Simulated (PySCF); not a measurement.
Predicted microwave data (PySCF 2.14.0, PBE0-D3(BJ)/def2-TZVP geometry optimisation, gas phase) for one isomer of C3H9N:

| Item | Value |
| --- | --- |
| Rotational constants | A = 25455, B = 3770, C = 3527 MHz |
| Dipole components | \|μa\| = 0.08 D, \|μb\| = 0.60 D, \|μc\| = 1.07 D |
| Inertial defect | -10.62 u·Å² |
| κ | -0.98 |

Question: Which structure is it? (One computed conformer of each.)
A. `[CH3:1][CH2:2][NH:3][CH3:4]` with C1–C2–N3–C4 177° (methylaminoethane)
B. `CN(C)C`
C. `[CH3:1][CH2:2][CH2:3][NH2:4]` with C1–C2–C3–N4 -179°, C2–C3–N4–H -63° and 179° (propylamine)

Answer: C. It is CCCN, a near-prolate asymmetric top. The candidates at the same level (rigid rotor, commonest isotopes):

```
SMILES  A (MHz)  B (MHz)  C (MHz)  μa (D)  μb (D)  μc (D)  Δ (u·Å²)  point group                        rotor
CN(C)C     8829     8826     5003    0.00    0.00    0.49    -13.49          C3v         oblate symmetric top
  CCCN    25455     3770     3527    0.08    0.60    1.07    -10.62            –  near-prolate asymmetric top
  CCNC    26428     3960     3709    0.02    0.22    0.87    -10.47            –  near-prolate asymmetric top
```

`CN(C)C` has B 134 % too high; `CCNC` has C 5 % too high. No structure here is proved a minimum.
